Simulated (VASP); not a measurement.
The system is Te.

```
CELL_PARAMETERS angstrom
5.15903 0.00000 0.00000
-2.57952 4.46785 0.00000
0.00000 0.00000 6.36710
ATOMIC_POSITIONS crystal
Te 0.00000 0.00000 0.25000
Te 0.00000 0.00000 0.75000
Te 0.33333 0.66667 0.75000
Te 0.66667 0.33333 0.25000
```

The cell was built by a generator and needn't be a form met in nature.

| Quantity | Value |
| --- | --- |
| Program | VASP 6.6.1 |
| Task | relaxation of cell and atoms |
| Functional | r2SCAN |
| Potentials or basis | VASP PAW PBE potentials, release 64 (Te) |
| Cutoff | 600 eV |
| k mesh | 6 × 6 × 4 |
| Occupations | gaussian, width 0.1 eV |
| Spin | no spin polarisation |

At the start: pressure 0.7 GPa; volume 36.69 Å³/atom.

**Question.** Where does the relaxation end?

**Answer.** Over 6 steps the energy falls by 23.6 meV/atom and the volume is 36.52 Å³/atom (-0.5 %); space group P6_3/mmc (No. 194, to 0.05 Å).

Step by step:
| step | energy change (eV) | largest force (eV/Å) | pressure (GPa) | volume (Å³) |
| --- | --- | --- | --- | --- |
| 1 | 0.0000 | 0.0000 | 0.70 | 146.76 |
| 2 | -0.0746 | 0.0000 | -0.75 | 150.09 |
| 3 | -0.0766 | 0.0000 | -0.96 | 150.66 |
| 4 | -0.0932 | 0.0000 | -0.12 | 146.53 |
| 5 | -0.0934 | 0.0000 | -0.20 | 146.88 |
| 6 | -0.0943 | 0.0000 | 0.05 | 146.08 |

Final structure:
```cif
data_structure
_symmetry_space_group_name_H-M 'P 1'
_symmetry_Int_Tables_number 1
_cell_length_a 5.2672
_cell_length_b 5.2672
_cell_length_c 6.0800
_cell_angle_alpha 90.000
_cell_angle_beta 90.000
_cell_angle_gamma 120.000
_cell_volume 146.08
loop_
_atom_site_label
_atom_site_type_symbol
_atom_site_fract_x
_atom_site_fract_y
_atom_site_fract_z
_atom_site_occupancy
Te1 Te 0.00000 0.00000 0.25000 1
Te2 Te 0.00000 0.00000 0.75000 1
Te3 Te 0.33333 0.66667 0.75000 1
Te4 Te 0.66667 0.33333 0.25000 1
```

Caveat: the PAW data sets were made with another functional, which shifts forces and pressure a little.
